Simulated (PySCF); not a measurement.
Molecule: SMILES c1ccc(O)cc1, C$_{6}$H$_{6}$O.

Mapped SMILES: `[OH:1][c:2]1[cH:3][cH:4][cH:5][cH:6][cH:7]1`; H(Xn) means a hydrogen on atom n.

Geometry PBE0-D3(BJ)/def2-SVP throughout; GIAO in PySCF 2.14, gas phase, one conformer, non-relativistic; equivalent atoms averaged; functional PBE0.

(1) How do the shifts δ (against H2O, TMS at the same level) depend on the basis set? (ppm; last column core-seconds on shared hosts with different chips, so compare them loosely)

(2) Which nucleus moves most, in ppm?

(3) Taking the largest basis, IGLO-III (305 functions), as the yardstick, rank the others by their worst heavy-atom deviation.

## Answers

(1) 
```tsv
basis set	functions	O1	C2	C4/C6	C5	C3/C7	H(C4)/H(C6)	H(C5)	H(C3)/H(C7)	H(O1)	core-s
STO-3G	41	71.8	125.0	111.2	104.8	100.2	6.89	6.57	6.20	3.34	3.5
pcSseg-0	75	133.8	168.6	140.1	129.4	124.2	7.27	6.85	6.59	3.23	5.8
6-31G	75	103.4	149.7	125.8	116.5	111.5	7.28	6.92	6.60	3.27	6.8
6-31G*	110	100.7	147.2	123.8	113.4	108.1	7.17	6.75	6.43	3.29	10
cc-pVDZ	128	117.8	154.7	129.5	118.6	112.9	7.16	6.78	6.52	3.14	20
def2-SVP	128	116.9	153.3	127.9	116.9	111.4	7.11	6.67	6.50	3.37	16
pcSseg-1	149	124.6	162.1	135.5	124.5	118.1	7.33	6.94	6.75	3.77	11
aug-cc-pVDZ	215	110.9	154.3	128.8	118.2	112.3	7.46	7.08	6.87	3.75	37
6-311+G(2d,p)	225	115.2	160.7	133.4	122.5	116.6	7.43	7.04	6.86	3.55	28
def2-TZVP	253	120.1	163.1	135.1	123.8	117.8	7.45	7.04	6.82	3.61	52
cc-pVTZ	294	122.4	161.6	134.4	123.2	117.0	7.41	7.03	6.80	3.82	66
IGLO-III	305	118.7	166.3	138.4	127.0	120.9	7.43	7.04	6.86	3.77	75
```

(2) O1 (phenol-type oxygen): from 71.8 ppm with STO-3G to 133.8 ppm with pcSseg-0. The smallest spread is 0.51 ppm, at H(C5). Proton shifts span only some 12 ppm, so a few tenths of a ppm matter as much there as several ppm in carbon.

(3) def2-TZVP 3.3 ppm (253 functions), cc-pVTZ 4.6 ppm (294 functions), 6-311+G(2d,p) 5.5 ppm (225 functions), pcSseg-1 5.9 ppm (149 functions), cc-pVDZ 11.6 ppm (128 functions), aug-cc-pVDZ 11.9 ppm (215 functions), def2-SVP 13.0 ppm (128 functions), pcSseg-0 15.1 ppm (75 functions), 6-31G 16.6 ppm (75 functions), 6-31G* 19.1 ppm (110 functions), STO-3G 46.8 ppm (41 functions).

A small basis that lands close on one nucleus may do so by chance; judge by the trend and by all nuclei.
